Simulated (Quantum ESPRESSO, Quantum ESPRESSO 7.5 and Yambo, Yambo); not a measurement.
## A GW chain in Yambo: BaS (Fm-3m)

Aim: the G0W0 gap of BaS (Fm-3m) on PBE with spin-orbit coupling, step by step.

Method: PBE and many-body steps on it, plane waves, in Quantum ESPRESSO 7.5 and Yambo 5.3.0.

Most raw output is cut from this account.

**1. The starting structure**

It takes space group Fm-3m (No. 225, cubic). The conventional cell has a = 6.388 Å, b = 6.388 Å, c = 6.388 Å, α = 90.00°, β = 90.00°, γ = 90.00°. Nearest to Ba lie 6 S at 3.19 Å. Nearest to S lie 6 Ba at 3.19 Å. Farther neighbours and most contacts between anions are not listed.

The cell and positions come from the Crystallography Open Database and are kept as given unless a step says otherwise.

**2. Ground state**

This step: Quantum ESPRESSO 7.5; DFT, PBE with spin-orbit coupling, plane waves, norm-conserving pseudopotentials.

The ground-state density comes first.

Input file pw.in:

```
&control
  calculation = 'scf'
  prefix = 'x'
  outdir = 'o'
  pseudo_dir = 'pseudo'
/
&system
  ibrav = 0
  nat = 2
  ntyp = 2
  ecutwfc = 40.0
  nbnd = 26
  force_symmorphic = .true.
  noncolin = .true.
  lspinorb = .true.
/
&electrons
  conv_thr = 1e-10
  electron_maxstep = 80
  mixing_beta = 0.5
/
ATOMIC_SPECIES
  Ba 137.33 Ba.upf
  S 32.06 S.upf
CELL_PARAMETERS angstrom
  0.0000000000 3.1937500000 3.1937500000
  3.1937500000 0.0000000000 3.1937500000
  3.1937500000 3.1937500000 0.0000000000
ATOMIC_POSITIONS crystal
  Ba 0.0000000000 0.0000000000 0.0000000000
  S 0.5000000000 0.5000000000 0.5000000000
K_POINTS automatic
  6 6 6 0 0 0
```

Started as:

```sh
> OMP_NUM_THREADS=1 mpirun -n 4 pw.x -nk 4 -in pw.in > pw.out
```

Wall time 8.2 s (4 MPI ranks of Arm Neoverse V2, shared host); peak memory 0.31 GiB.

This step gave:

```
total energy               : -1069.2868 eV
gap                        : 2.099 eV
k of the valence top       : 0, 0, 0
k of the conduction bottom : 0, -0.5, -0.5
least direct gap           : 2.189 eV
```

The gap is indirect, with the least direct gap 0.09 eV higher.

**3. Bands along the symmetry lines**

The cheap functional maps the bands first; the places of the edges decide which points the dearer methods must see.

Input file pw.in:

```
&control
  calculation = 'bands'
  prefix = 'x'
  outdir = 'o'
  pseudo_dir = 'pseudo'
/
&system
  ibrav = 0
  nat = 2
  ntyp = 2
  ecutwfc = 40.0
  nbnd = 28
  force_symmorphic = .true.
  noncolin = .true.
  lspinorb = .true.
/
&electrons
  conv_thr = 1e-9
  electron_maxstep = 80
  diago_full_acc = .true.
  diago_thr_init = 5e-6
/
ATOMIC_SPECIES
  Ba 137.33 Ba.upf
  S 32.06 S.upf
CELL_PARAMETERS angstrom
  0.0000000000 3.1937500000 3.1937500000
  3.1937500000 0.0000000000 3.1937500000
  3.1937500000 3.1937500000 0.0000000000
ATOMIC_POSITIONS crystal
  Ba 0.0000000000 0.0000000000 0.0000000000
  S 0.5000000000 0.5000000000 0.5000000000
K_POINTS crystal
  50
  0.00000000 0.00000000 0.00000000 1
  0.06250000 0.00000000 0.06250000 1
  0.12500000 0.00000000 0.12500000 1
  0.18750000 0.00000000 0.18750000 1
  0.25000000 0.00000000 0.25000000 1
  0.31250000 0.00000000 0.31250000 1
  0.37500000 0.00000000 0.37500000 1
  0.43750000 0.00000000 0.43750000 1
  0.50000000 0.00000000 0.50000000 1
  0.51562500 0.03125000 0.51562500 1
  0.53125000 0.06250000 0.53125000 1
  0.54687500 0.09375000 0.54687500 1
  0.56250000 0.12500000 0.56250000 1
  0.57812500 0.15625000 0.57812500 1
  0.59375000 0.18750000 0.59375000 1
  0.60937500 0.21875000 0.60937500 1
  0.62500000 0.25000000 0.62500000 1
  0.37500000 0.37500000 0.75000000 1
  0.32812500 0.32812500 0.65625000 1
  0.28125000 0.28125000 0.56250000 1
  0.23437500 0.23437500 0.46875000 1
  0.18750000 0.18750000 0.37500000 1
  0.14062500 0.14062500 0.28125000 1
  0.09375000 0.09375000 0.18750000 1
  0.04687500 0.04687500 0.09375000 1
  0.00000000 0.00000000 0.00000000 1
  0.06250000 0.06250000 0.06250000 1
  0.12500000 0.12500000 0.12500000 1
  0.18750000 0.18750000 0.18750000 1
  0.25000000 0.25000000 0.25000000 1
  0.31250000 0.31250000 0.31250000 1
  0.37500000 0.37500000 0.37500000 1
  0.43750000 0.43750000 0.43750000 1
  0.50000000 0.50000000 0.50000000 1
  0.50000000 0.46875000 0.53125000 1
  0.50000000 0.43750000 0.56250000 1
  0.50000000 0.40625000 0.59375000 1
  0.50000000 0.37500000 0.62500000 1
  0.50000000 0.34375000 0.65625000 1
  0.50000000 0.31250000 0.68750000 1
  0.50000000 0.28125000 0.71875000 1
  0.50000000 0.25000000 0.75000000 1
  0.50000000 0.21875000 0.71875000 1
  0.50000000 0.18750000 0.68750000 1
  0.50000000 0.15625000 0.65625000 1
  0.50000000 0.12500000 0.62500000 1
  0.50000000 0.09375000 0.59375000 1
  0.50000000 0.06250000 0.56250000 1
  0.50000000 0.03125000 0.53125000 1
  0.50000000 0.00000000 0.50000000 1
```

Run time: 9 s. Hardware: 4 MPI ranks; peak memory 0.24 GiB.

This step gave:

```yaml
gap: 2.099 eV
k_of_the_valence_top: 0, 0, 0
k_of_the_conduction_bottom: 0.5, 0, 0.5
least_direct_gap: 2.189 eV
```

The gap is 2.099 eV, as in the run before at this level.

Electronic bands along the path, in eV, zero at the top of the highest filled band; v1 is the highest filled band, c1 the lowest empty one:

| point | v4 | v3 | v2 | v1 | c1 | c2 | c3 | c4 |
| --- | --- | --- | --- | --- | --- | --- | --- | --- |
| Γ | 0.00 | 0.00 | 0.00 | 0.00 | 3.58 | 3.58 | 3.84 | 3.84 |
| halfway | -0.27 | -0.27 | -0.14 | -0.14 | 2.78 | 2.78 | 4.69 | 4.69 |
| X | -0.23 | -0.23 | -0.09 | -0.09 | 2.10 | 2.10 | 5.92 | 5.92 |
| halfway | -0.43 | -0.43 | -0.28 | -0.28 | 2.43 | 2.43 | 6.29 | 6.29 |
| U | -0.64 | -0.64 | -0.54 | -0.54 | 3.27 | 3.27 | 5.92 | 5.92 |
| jump to K | -0.64 | -0.64 | -0.54 | -0.54 | 3.27 | 3.27 | 5.92 | 5.92 |
| halfway | -0.91 | -0.91 | -0.36 | -0.36 | 4.04 | 4.04 | 4.69 | 4.69 |
| Γ | 0.00 | 0.00 | 0.00 | 0.00 | 3.58 | 3.58 | 3.84 | 3.84 |
| halfway | -0.68 | -0.68 | -0.63 | -0.63 | 4.07 | 4.07 | 4.72 | 4.72 |
| L | -1.12 | -1.12 | -1.09 | -1.09 | 5.53 | 5.53 | 5.61 | 5.61 |
| halfway | -0.89 | -0.89 | -0.80 | -0.80 | 4.66 | 4.66 | 4.84 | 4.84 |
| W | -0.58 | -0.58 | -0.44 | -0.44 | 4.24 | 4.24 | 4.27 | 4.27 |
| halfway | -0.55 | -0.55 | -0.31 | -0.31 | 2.74 | 2.74 | 6.09 | 6.09 |
| X | -0.23 | -0.23 | -0.09 | -0.09 | 2.10 | 2.10 | 5.92 | 5.92 |

**4. Empty states on the mesh, 4×4×4 mesh, 310 bands**

The sums over transitions need many empty states on a uniform mesh; this step solves for them.

Input file pw.in:

```
&control
  calculation = 'nscf'
  prefix = 'x'
  outdir = 'o'
  pseudo_dir = 'pseudo'
/
&system
  ibrav = 0
  nat = 2
  ntyp = 2
  ecutwfc = 40.0
  nbnd = 310
  force_symmorphic = .true.
  noncolin = .true.
  lspinorb = .true.
/
&electrons
  conv_thr = 1e-9
  electron_maxstep = 80
  diago_full_acc = .true.
  diago_thr_init = 5e-6
/
ATOMIC_SPECIES
  Ba 137.33 Ba.upf
  S 32.06 S.upf
CELL_PARAMETERS angstrom
  0.0000000000 3.1937500000 3.1937500000
  3.1937500000 0.0000000000 3.1937500000
  3.1937500000 3.1937500000 0.0000000000
ATOMIC_POSITIONS crystal
  Ba 0.0000000000 0.0000000000 0.0000000000
  S 0.5000000000 0.5000000000 0.5000000000
K_POINTS automatic
  4 4 4 0 0 0
```

Elapsed: 31 s, on 4 MPI ranks; peak memory 0.63 GiB.

This step gave:

```
gap                                                           : 2.099 eV
k of the valence top                                          : 0, 0, 0
k of the conduction bottom                                    : 0, -0.5, -0.5
least direct gap                                              : 2.189 eV
k points computed                                             : 8
lowest point of the top converged band, above the valence top : 89.8930 eV
```

On this mesh the gap is 2.099 eV.

**5. Conversion and set-up**

This step: Yambo 5.3.0; conversion and set-up on PBE with spin-orbit coupling, plane waves, norm-conserving pseudopotentials.

The states are converted to the many-body program's format and the q mesh is built.

Started as:

```sh
> (cd o/x.save; p2y > p2y.log; mv SAVE ../..); yambo > setup.log
```

It took 2.3 s on 1 MPI rank; peak memory 0.24 GiB.

**6. Screening and self-energy, 4×4×4 mesh, 310 bands, screening to 163.3 eV**

Now the one-shot GW correction: screening in the RPA, then the self-energy of the levels asked for.

This step: G0W0 on PBE with spin-orbit coupling, plane waves, norm-conserving pseudopotentials.

Input file gw1.in:

```
HF_and_locXC
gw0
dyson
ppa
em1d
rim_cut
RandQpts= 1000000
RandGvec= 1 RL
EXXRLvcs= 40 Ry
VXCRLvcs= 160 Ry
Chimod= "HARTREE"
% BndsRnXp
 1 | 310 |
%
NGsBlkXp= 12 Ry
% LongDrXp
 1 | 1 | 1 |
%
% GbndRnge
 1 | 310 |
%
DysSolver= "n"
ExtendOut
PPAPntXp= 27.21138 eV
% QPkrange
 1 | 1 | 13 | 20 |
 7 | 7 | 13 | 20 |
%
```

Started as:

```sh
> OMP_NUM_THREADS=2 mpirun -n 2 yambo -F gw1.in -J gw1 -C gw1 > gw1.log
```

The job ended after 6.7 min (2 MPI ranks; peak memory 1.2 GiB; 26 min of CPU time).

Numbers from this step:

```yaml
g0w0_gap_on_the_points_computed: 3.507 eV
starting_gap_on_the_mesh: 2.099 eV
k_of_the_valence_top: 0, 0, 0
k_of_the_conduction_bottom: 0, -0.5, -0.5
least_direct_g0w0_gap_on_the_computed_points: 3.611 eV
z_at_the_valence_top: 0.7904
z_at_the_conduction_bottom: 0.8334
```

The gap on the mesh goes from 2.10 eV to 3.51 eV, a correction of +1.41 eV.

Limits: finite bands, cutoff and mesh. v1 is the top filled band, c1 the lowest empty one. Levels before and after the correction, in eV, zero at the valence-band top of each column:

|  | conduction bottom | valence top |
| --- | --- | --- |
| Kohn-Sham | 2.10 | 0.00 |
| G0W0 | 3.51 | 0.00 |

```csv
,level,energy (eV)
Kohn-Sham,Γ v3-v1,0.000
Kohn-Sham,Γ c1-c2,3.582
Kohn-Sham,Γ c3,3.837
Kohn-Sham,(0 -0.5 -0.5) v3,-0.231
Kohn-Sham,(0 -0.5 -0.5) v2-v1,-0.089
Kohn-Sham,(0 -0.5 -0.5) c1-c2,2.099
Kohn-Sham,(0 -0.5 -0.5) c3,5.925
G0W0,Γ v3-v1,0.000
G0W0,Γ c1-c2,4.895
G0W0,Γ c3,5.478
G0W0,(0 -0.5 -0.5) v3,-0.262
G0W0,(0 -0.5 -0.5) v2-v1,-0.104
G0W0,(0 -0.5 -0.5) c1-c2,3.507
G0W0,(0 -0.5 -0.5) c3,7.844
```

**7. Where the time went**

Times are wall times on the hardware named with each run, good to a factor of about two.

```csv
step,time,share,memory (GiB)
ground state,8.2 s,2 %,0.31
bands along the symmetry lines,9 s,2 %,0.24
empty states on the mesh,31 s,7 %,0.63
conversion and set-up,2.3 s,1 %,0.24
screening and self-energy,6.7 min,89 %,1.2
```

**8. Summary of results**

- PBE gap: 2.10 eV, indirect
- G0W0 gap on the mesh: 3.51 eV
- GW settings: 4×4×4 mesh, 310 bands, screening to 163.3 eV, Godby-Needs plasmon pole
- known limits: not at the basis limit

In words: G0W0 moves the gap on the mesh from 2.10 eV to 3.51 eV (+1.41 eV), with Z of 0.79 and 0.83 at the edges. Only 2 of the mesh's irreducible points were corrected, so a valley elsewhere could overtake. The dearest step here is «screening and self-energy». Bands and cutoff are finite, so the gap is not at the basis limit. The miss can reach some tenths of an eV and take either sign; the mesh is an error of its own. In the G0W0 run levels were corrected at 2 k points alone, so a gap called «on the mesh» is the least over those, and an edge elsewhere would be missed.

[Paths, hosts, dates, memory and timing lines, banners, echoed tables and standing remarks are left out of the program output.]

[Logs are printed without paths, hosts, clocks, repeated set-up lines and the standing remarks that a program may print on its own settings, such as how far it seeks lower states.]

[Runs of the session that timed out or met a known fault of the program may be left out.]

[Hosts, paths, dates, database ids (printed as entryN), source tags and the programs' standing remarks are cut or masked in the printed files.]
